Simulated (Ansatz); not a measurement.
# Time and memory for Al16HO23

```yaml
crystal:
  lattice:
    - [-4.7605, -2.7484759565, 4.3318666667]
    - [4.7605, -2.7484759565, 4.3318666667]
    - [0.0, 5.4969519129, 4.3318666667]
  atoms:
    - { symbol: Al, position: [0.35216, 0.35216, 0.35216] }
    - { symbol: Al, position: [0.85216, 0.85216, 0.35216] }
    - { symbol: Al, position: [0.85216, 0.35216, 0.85216] }
    - { symbol: Al, position: [0.35216, 0.85216, 0.85216] }
    - { symbol: Al, position: [0.14784, 0.14784, 0.14784] }
    - { symbol: Al, position: [0.64784, 0.64784, 0.14784] }
    - { symbol: Al, position: [0.64784, 0.14784, 0.64784] }
    - { symbol: Al, position: [0.14784, 0.64784, 0.64784] }
    - { symbol: Al, position: [0.64784, 0.64784, 0.64784] }
    - { symbol: Al, position: [0.14784, 0.14784, 0.64784] }
    - { symbol: Al, position: [0.14784, 0.64784, 0.14784] }
    - { symbol: Al, position: [0.64784, 0.14784, 0.14784] }
    - { symbol: Al, position: [0.85216, 0.85216, 0.85216] }
    - { symbol: Al, position: [0.35216, 0.35216, 0.85216] }
    - { symbol: Al, position: [0.35216, 0.85216, 0.35216] }
    - { symbol: Al, position: [0.85216, 0.35216, 0.35216] }
    - { symbol: H, position: [0.59666, 0.40334, 0.75], spin: 1.0 }
    - { symbol: O, position: [0.09666, 0.90334, 0.75] }
    - { symbol: O, position: [0.09666, 0.40334, 0.25] }
    - { symbol: O, position: [0.59666, 0.90334, 0.25] }
    - { symbol: O, position: [0.75, 0.59666, 0.40334] }
    - { symbol: O, position: [0.25, 0.09666, 0.40334] }
    - { symbol: O, position: [0.25, 0.59666, 0.90334] }
    - { symbol: O, position: [0.75, 0.09666, 0.90334] }
    - { symbol: O, position: [0.40334, 0.75, 0.59666] }
    - { symbol: O, position: [0.90334, 0.25, 0.59666] }
    - { symbol: O, position: [0.90334, 0.75, 0.09666] }
    - { symbol: O, position: [0.40334, 0.25, 0.09666] }
    - { symbol: O, position: [0.40334, 0.59666, 0.25] }
    - { symbol: O, position: [0.90334, 0.09666, 0.25] }
    - { symbol: O, position: [0.90334, 0.59666, 0.75] }
    - { symbol: O, position: [0.40334, 0.09666, 0.75] }
    - { symbol: O, position: [0.25, 0.40334, 0.59666] }
    - { symbol: O, position: [0.75, 0.90334, 0.59666] }
    - { symbol: O, position: [0.75, 0.40334, 0.09666] }
    - { symbol: O, position: [0.25, 0.90334, 0.09666] }
    - { symbol: O, position: [0.59666, 0.25, 0.40334] }
    - { symbol: O, position: [0.09666, 0.75, 0.40334] }
    - { symbol: O, position: [0.09666, 0.25, 0.90334] }
    - { symbol: O, position: [0.59666, 0.75, 0.90334] }
magnetization:
  spin_polarized: true
kpoints:
  mp_grid: { grid: [3, 3, 3] }
scf:
  occupations: { method: fermi_dirac, width: 0.01 }
hamiltonian:
  xc: pbe
  pseudopotentials: { kind: paw }
output:
  forces: true
  stress: true
  populations: true
  efg:
    quadrupole_moments_barn: { Al: 0.1466, H: 0.00285783, O: -0.02558 }
    contact_densities: true
  write_density: true
  write_potential: true
  elf: true
  volumetric_format: npy
relax:
  f_tol: 0.03
  max_steps: 40
```

```sh
ansatz run input.yaml --threads 1 --pin off --max-ram 3072MiB --backend cpu --events-out ev --progress --plain --runs-dir out
```

It runs on 1 thread of Arm Neoverse V2 (aarch64; 32 cores open to the job, memory cap 3.0 GiB, no GPU), a shared host with a load of 0.5 a core.

(1) Estimate the wall time and the peak memory.

## Answers

(1) About 13 min of wall time (13 min of CPU time) and 1.4 GiB. The run holds 187 valence electrons in 134 bands, about 6681 plane waves a k-point and 10 irreducible k-points, and took 40 SCF iterations, over 6 ionic steps. Times on a shared host vary by tens of per cent.
